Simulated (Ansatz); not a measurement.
Relaxed bulk Cu:

```
Cu
1.0
     0.00000    1.78169    1.78169
     1.78169    0.00000    1.78169
     1.78169    1.78169    0.00000
Cu
1
Direct
  0.00000 0.00000 0.00000
```

Miller indices refer to the conventional cell of Fm-3m (No. 225), a = 3.563 Å, b = 3.563 Å, c = 3.563 Å, α = 90.00°, β = 90.00°, γ = 90.00°.

The (110) slab of 9 planes, 10.1 Å thick with 15 Å of vacuum as cut; outer planes Cu (top) and Cu (bottom).

The calculation used Ansatz, DFT PBEsol, scalar-relativistic, plane waves, PAW. Cutoff 420 eV; k points 14×10×1 on the computed 9-atom cell (Γ-centred); Gaussian smearing, width 0.10 eV; no spin polarisation. A dipole correction removes the field between periodic images along c.

With the atoms at the bulk's places:

| Quantity | Value |
| --- | --- |
| Surface energy (mean of both faces) | 1.97 J/m² |
| Work function | 4.44 eV |

Question: What changes when all atoms relax within this surface cell and its symmetry?

Answer: The energy falls by 0.052 J/m² a face, and the largest move is 0.10 Å.

```json
{
 "Surface energy (mean of both faces)": "1.92 J/m²",
 "Work function": "4.48 eV"
}
```

| plane (bottom to top) | atoms | spacing to next, bulk (Å) | relaxed (Å) | change (%) |
| --- | --- | --- | --- | --- |
| 1 | Cu | 1.260 | 1.135 | -9.9 |
| 2 | Cu | 1.260 | 1.305 | +3.6 |
| 3 | Cu | 1.260 | 1.242 | -1.4 |
| 4 | Cu | 1.260 | 1.259 | -0.1 |
| 5 | Cu | 1.260 | 1.259 | -0.1 |
| 6 | Cu | 1.260 | 1.242 | -1.4 |
| 7 | Cu | 1.260 | 1.305 | +3.6 |
| 8 | Cu | 1.260 | 1.135 | -9.9 |
| 9 | Cu |  |  |  |